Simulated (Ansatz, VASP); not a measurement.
# Au in VASP and in Ansatz

Contents of INCAR:

```
PREC = Accurate
ENCUT = 520
EDIFF = 1E-7
ISMEAR = -1
SIGMA = 0.06
LREAL = False
LASPH = True
NELM = 100
ALGO = Normal
ISIF = 2
LWAVE = False
LCHARG = True
GGA = PE
LELF = True
LVHAR = True
NBANDS = 12
```

KPOINTS

```
Automatic mesh
0
Gamma
  12 12 12
```

Contents of POSCAR:

```
Au
1.0
    0.0000000000      2.0152475000      2.0152475000
    2.0152475000      0.0000000000      2.0152475000
    2.0152475000      2.0152475000      0.0000000000
Au
1
Direct
    0.0000000000      0.0000000000      0.0000000000
```

Input for Ansatz:

```yaml
crystal:
  atoms:
  - position: [0.0, 0.0, 0.0]
    symbol: Au
  lattice:
  - [0.0, 2.0152475, 2.0152475]
  - [2.0152475, 0.0, 2.0152475]
  - [2.0152475, 2.0152475, 0.0]
hamiltonian:
  dispersion: none
  pseudopotentials:
    dirac_shells:
      Au: [2p, 3d, 3p, 4d, 4p]
    kind: all_electron
    lapw: {basis_error: 0.025 meV}
    relativity: scalar
  xc: pbe
kpoints:
  mp_grid:
    grid: [12, 12, 12]
    shift: [0, 0, 0]
magnetization: {spin_polarized: false}
output: {forces: true, stress: true}
scf:
  convergence: {dr2_threshold: 1e-10 eV}
  lower_state_search: 'off'
  max_iter: 200
  occupations: {method: fermi_dirac, width: 0.06}
```

Alike in both runs: task single point; functional PBE; k mesh 12 × 12 × 12; occupations fermi-dirac, width 0.06 eV; no spin polarisation.

|  | VASP | Ansatz |
| --- | --- | --- |
| version | VASP 6.6.1 | Ansatz 0.2 development build |
| potentials or method | VASP PAW PBE potentials, release 64 (Au) | all-electron full-potential LAPW, scalar-relativistic |
| plane-wave cutoff (eV) | 520 | see its input |

Ansatz gave:

- pressure (GPa): 17.2

What did VASP give for the same quantities?

Pressure (GPa): 16.8.

Ansatz ran all-electron here, so the differences hold the error of VASP's frozen core and of both bases.

Caveats: so large a pressure means that the cell lies far from this level's equilibrium, or that cutoff or potentials fall short (VASP). Spin-orbit coupling is left out, which matters for the levels of Au.
